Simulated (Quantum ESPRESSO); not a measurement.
## MnF2: single point with PBE

The system is MnF2.

```
Mn F
1.0
     4.87380    0.00000    0.00000
     0.00000    4.87380    0.00000
     0.00000    0.00000    3.31070
Mn F
2 4
Direct
  0.50000 0.50000 0.50000
  0.00000 0.00000 0.00000
  0.80530 0.19470 0.50000
  0.69470 0.69470 0.00000
  0.19470 0.80530 0.50000
  0.30530 0.30530 0.00000
```

```json
{"Program": "Quantum ESPRESSO 7.5", "Task": "single point", "Functional": "PBE", "Potentials or basis": "SSSP 1.3 efficiency PBE", "Cutoff": "884 eV", "Density cutoff": "10612 eV", "k mesh": "6 × 6 × 8", "Occupations": "fermi-dirac, width 0.05 eV", "Spin": "collinear spin, ferromagnetic start", "Starting moments": "[4.0, 4.0, 0.0, 0.0, 0.0, 0.0] μB", "Mixing beta": "0.3", "Most SCF iterations": "120", "SCF threshold": "1.2e-09 Ry"}
```

```yaml
Pressure: 3.8 GPa
Largest_force: 0.043 eV/Å
Band_gap_on_the_k_mesh: 1.09 eV, direct
Net_moment: 10.00 μB per cell
Absolute_moment: 10.00 μB per cell
Site_moments: Mn +4.19; F +0.10 μB
Valence_electrons_inside_the_program's_atomic_spheres: Mn 12.35; F 6.71
```

Forces in eV/Å, atoms in the order of the input:
```
Mn   0.000  0.000  0.000
Mn   0.000  0.000  0.000
F   -0.030  0.030  0.000
F    0.030  0.030  0.000
F    0.030 -0.030  0.000
F   -0.030 -0.030  0.000
```

Stress tensor (GPa, compression positive):
```
3.67 0.00 0.00
0.00 3.67 0.00
0.00 0.00 4.07
```

Levels at points of the mesh, in eV from the valence-band top:
Spin up:
```
              k point  band 31  band 32  band 33  band 34  band 35  band 36  band 37  band 38
   (0.00, 0.00, 0.00)    -1.57    -0.56    -0.56     0.00     1.09     6.45     6.45     7.75
  (0.00, 0.00, -0.50)    -1.23    -1.23    -1.00    -1.00     5.69     5.69     9.54     9.54
  (0.00, -0.50, 0.00)    -0.81    -0.81    -0.68    -0.68     3.44     3.44     7.76     7.76
 (0.00, -0.50, -0.50)    -1.66    -1.66    -0.32    -0.32     6.82     6.82     6.87     6.87
 (-0.50, -0.50, 0.00)    -1.12    -1.12    -0.56    -0.56     4.93     4.93     5.52     5.52
(-0.50, -0.50, -0.50)    -1.26    -1.26    -0.83    -0.83     6.75     6.75     7.89     7.89
```
Spin down:
```
              k point  band 21  band 22  band 23  band 24  band 25  band 26  band 27  band 28
   (0.00, 0.00, 0.00)    -5.09    -4.70    -4.70    -4.41     1.73     1.79     2.20     2.28
  (0.00, 0.00, -0.50)    -5.32    -5.32    -5.11    -5.11     2.21     2.21     2.30     2.30
  (0.00, -0.50, 0.00)    -5.48    -5.48    -4.74    -4.74     1.97     1.97     2.40     2.40
 (0.00, -0.50, -0.50)    -5.16    -5.16    -4.91    -4.91     1.93     1.93     2.34     2.34
 (-0.50, -0.50, 0.00)    -5.15    -5.15    -5.06    -5.06     1.84     1.84     2.30     2.30
(-0.50, -0.50, -0.50)    -4.89    -4.89    -4.81    -4.81     2.18     2.18     2.28     2.28
```

Wall time 3.9 min on 2 MPI ranks on Arm Neoverse V1 (shared host), peak memory 1.2 GiB a rank.

Caveat: only a ferromagnetic start was run, and an antiferromagnetic order may lie lower in energy. As with any semilocal functional, this PBE gap is likely too small.
